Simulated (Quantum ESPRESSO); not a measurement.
The system is Cd.

```xyz
1
Lattice="1.6080 0.9284 2.4493 -1.6080 0.9284 2.4493 0.0000 -1.8568 2.4493" Properties=species:S:1:pos:R:3 pbc="T T T"
Cd    0.0000    0.0000    0.0000
```

This isn't the form of Cd at room conditions, which is hcp.

* Program: Quantum ESPRESSO 7.5
* Task: single point
* Functional: PBE
* Potentials or basis: SSSP 1.3 efficiency PBE
* Cutoff: 816 eV
* Density cutoff: 6531 eV
* k mesh: 10 × 10 × 10
* Occupations: fermi-dirac, width 0.05 eV
* Spin: no spin polarisation

On this cell: pressure 1.9 GPa; band gap on the k mesh none (metal or under the smearing width).

The same run follows on a disturbed copy (cell strained at random at fixed volume):

```
Cd
1.0
     1.57901    0.90449    2.38531
    -1.65999    0.89892    2.44059
    -0.04532   -1.89348    2.44709
Cd
1
Direct
  0.99971 0.99976 0.01173
```

Question: What does the disturbed cell give?

Answer: The energy (extrapolated to zero smearing) moves by +4.3 meV/atom; pressure 1.9 GPa; band gap on the k mesh none (metal or under the smearing width).

Stress tensor (GPa, compression positive):
```
 1.50 -0.26  0.84
-0.26  1.96  0.56
 0.84  0.56  2.24
```
